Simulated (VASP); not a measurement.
Wanted: the native input for a VASP 6.6.1 run.

```
Task                   : relaxation of cell and atoms
Functional             : PBEsol
Potentials or basis    : VASP PAW PBE potentials, release 64 (Al, N)
Cutoff                 : 600 eV
k mesh                 : 12 × 12 × 6
Occupations            : gaussian, width 0.03 eV
Spin                   : no spin polarisation
Further INCAR settings : ALGO = Normal; EDIFF = 1e-06; IBRION = 2; EDIFFG = -0.01; NSW = 90; ISIF = 3
```

The structure of AlN lies in POSCAR:

```
AlN
1.0
    3.1130000000      0.0000000000      0.0000000000
   -1.5565000000      2.6959370800      0.0000000000
    0.0000000000      0.0000000000      4.9810000000
Al N
2 2
Direct
    0.3333333300      0.6666666700      0.0000000000
    0.6666666700      0.3333333300      0.5000000000
    0.3333333300      0.6666666700      0.3800000000
    0.6666666700      0.3333333300      0.8800000000
```

These files were run (other wordings do the same):

INCAR

```
PREC = Accurate
ENCUT = 600
EDIFF = 1E-6
ISMEAR = 0
SIGMA = 0.03
LREAL = False
LASPH = True
NELM = 80
ALGO = Normal
ISIF = 3
LWAVE = False
LCHARG = False
GGA = PS
IBRION = 2
NSW = 90
EDIFFG = -0.01
KPAR = 4
```

KPOINTS

```
Automatic mesh
0
Gamma
  12 12 6
```

Potentials or basis: VASP PAW PBE potentials, release 64 (Al, N).

Command:

```sh
$ cat potpaw_PBE.64/Al/POTCAR potpaw_PBE.64/N/POTCAR > POTCAR
$ mpirun -np 4 vasp_std > vasp.out
```

Results of the run:

The relaxed volume is 10.45 Å³/atom, the relaxed cell is a = 3.113 Å, b = 3.113 Å, c = 4.981 Å, α = 90.00°, β = 90.00°, γ = 120.00° and the space group after relaxing (to 0.05 Å) is P6_3mc (No. 186). The energy gained by relaxing is 0.3 meV/atom and the ionic steps are 6. The pressure after relaxing is 0.1 GPa and the band gap on the k mesh is 4.12 eV, direct.

Caveat: the PAW data sets were made with another functional, which shifts forces and pressure a little.

Wall time 27 s on 4 MPI ranks on Intel(R) Xeon(R) Platinum 8559C (Emerald Rapids) (shared host), peak memory 0.19 GiB a rank.
